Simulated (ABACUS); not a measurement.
Wanted: the native input for an ABACUS 3.10.1 run.

| Item | Value |
| --- | --- |
| Task | single point |
| Functional | HSE-type (share 0.4, screening 0.11/bohr) |
| Potentials or basis | SG15 ONCV 1.2 PBE |
| Cutoff | 1401 eV |
| Density cutoff | 5606 eV |
| Basis | DZP LCAO (the cutoffs set its grid) |
| k mesh | 3 × 3 × 3 |
| Occupations | fermi-dirac, width 0.05 eV |
| Spin | no spin polarisation |
| Radial cutoff of the potentials (pseudo_rcut) | 7 bohr |
| Orbital files | Te Te_confined-atom_8au_2s2p2d.orb, Cd Cd_confined-atom_7au_3s2p2d1f.orb |
| SCF threshold on the density | 1e-07 |
| Max SCF steps | 100 |
| Eigensolver | genelpa |
| Mixing | broyden |
| Mixing share | 0.7 |
| Symmetry key | 1 |
| Bands | 22 |
| Share of exact exchange | 0.4 |
| Screening of the exchange | 0.11 1/bohr |
| Threshold of the auxiliary basis | 0.001 |

The system is CdTe.

```
Te Cd
1.0
     0.00000    3.20500    3.20500
     3.20500    0.00000    3.20500
     3.20500    3.20500    0.00000
Te Cd
1 1
Direct
  0.75000 0.75000 0.75000
  0.00000 0.00000 0.00000
```

The input as run:

INPUT

```
INPUT_PARAMETERS
suffix              CdTe
calculation         scf
basis_type          lcao
pseudo_dir          ./
orbital_dir         ./
symmetry            1
dft_functional      hse
ecutwfc             103
pseudo_rcut         7
nspin               1
nbands              22
ks_solver           genelpa
smearing_method     fd
smearing_sigma      0.00367493
scf_thr             1e-07
scf_nmax            100
mixing_type         broyden
mixing_beta         0.7
exx_hybrid_alpha    0.4
exx_hse_omega       0.11
exx_separate_loop   1
scf_ene_thr         1e-05
exx_pca_threshold   0.001
out_mul             1
```

STRU

```
ATOMIC_SPECIES
Te 127.6000 Te_ONCV_PBE-1.2.upf
Cd 112.4140 Cd_ONCV_PBE-1.2.upf

NUMERICAL_ORBITAL
Te_confined-atom_8au_2s2p2d.orb
Cd_confined-atom_7au_3s2p2d1f.orb

LATTICE_CONSTANT
1.8897261246

LATTICE_VECTORS
0.0000000000 3.2050000000 3.2050000000
3.2050000000 0.0000000000 3.2050000000
3.2050000000 3.2050000000 0.0000000000

ATOMIC_POSITIONS
Direct

Te
0.0
1
0.7500000000 0.7500000000 0.7500000000 1 1 1

Cd
0.0
1
0.0000000000 0.0000000000 0.0000000000 1 1 1
```

KPT

```
K_POINTS
0
Gamma
3 3 3 0 0 0
```

Potentials or basis: SG15 ONCV 1.2 PBE, DZP LCAO (the cutoffs set its grid).

The run is started by

```bash
$ OMP_NUM_THREADS=8 abacus > log
```

It gave:

| Property | Result |
| --- | --- |
| Band gap on the k mesh | 2.46 eV, direct |
| Mulliken charges | Te -0.57; Cd +0.57 e |

Caveat: the k mesh is coarse (spacing up to 0.57 Å⁻¹), so the values aren't converged, least of all with exact exchange; the atomic orbitals were generated for these runs and aren't a published set; gaps of hybrids in this basis differ from plane-wave ones by up to 0.1 eV; Mulliken charges move with the basis; spin-orbit coupling is left out, which moves the levels of the heavy elements; the basis of atomic orbitals isn't converged, which shifts pressures, moduli and gaps.

It took 2.4 min on 8 threads of Intel(R) Xeon(R) 6975P-C (Granite Rapids), with other jobs on the host, peak memory 8.8 GiB.
